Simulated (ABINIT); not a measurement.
Crystal: BaZrO3.

```xyz
5
Lattice="4.1913 0.0000 0.0000 0.0000 4.1913 0.0000 0.0000 0.0000 4.1913" Properties=species:S:1:pos:R:3 pbc="T T T"
Ba    0.0000    0.0000    0.0000
Zr    2.0957    2.0957    2.0957
O     2.0957    2.0957    0.0000
O     2.0957    0.0000    2.0957
O     0.0000    2.0957    2.0957
```

| Quantity | Value |
| --- | --- |
| Program | ABINIT 10.8.3 (patched build) |
| Task | single point |
| Functional | PBE |
| Potentials or basis | JTH PAW PBE v2.0 |
| Cutoff | 626 eV |
| k mesh | 6 × 6 × 6 |
| Occupations | fermi-dirac, width 0.05 eV |
| Spin | no spin polarisation |

On this cell: pressure 4.4 GPa; largest force zero by symmetry; band gap on the k mesh 3.20 eV, indirect (least direct gap 3.42 eV).

The same run follows on a disturbed copy (atoms moved at random, drawn with an rms of 0.05 Å):

```
CELL_PARAMETERS angstrom
4.19134 0.00000 0.00000
0.00000 4.19134 0.00000
0.00000 0.00000 4.19134
ATOMIC_POSITIONS crystal
Ba 0.00020 0.00777 0.99258
Zr 0.50054 0.50828 0.49188
O 0.49283 0.50117 0.00047
O 0.49436 0.00155 0.50659
O 0.99417 0.50599 0.50463
```

**Question.** What changes?

**Answer.** The energy moves by +2.0 meV/atom; pressure 4.5 GPa; largest force 0.282 eV/Å; band gap on the k mesh 3.22 eV, indirect (least direct gap 3.45 eV).

Forces in eV/Å, atoms in the order of the input:
```
Ba  -0.006 -0.012 -0.008
Zr  -0.139 -0.140  0.201
O    0.012 -0.009 -0.056
O    0.000  0.215 -0.079
O    0.133 -0.055 -0.059
```

Stress tensor (GPa, compression positive):
```
 4.48  0.01 -0.01
 0.01  4.44  0.00
-0.01  0.00  4.61
```

Caveats: this set's barium file shifts pressures by 1.5 GPa and gaps by 0.1 eV against other sets; spin-orbit coupling is left out, which moves the levels of the heavy elements.

A k mesh can miss the band edges.
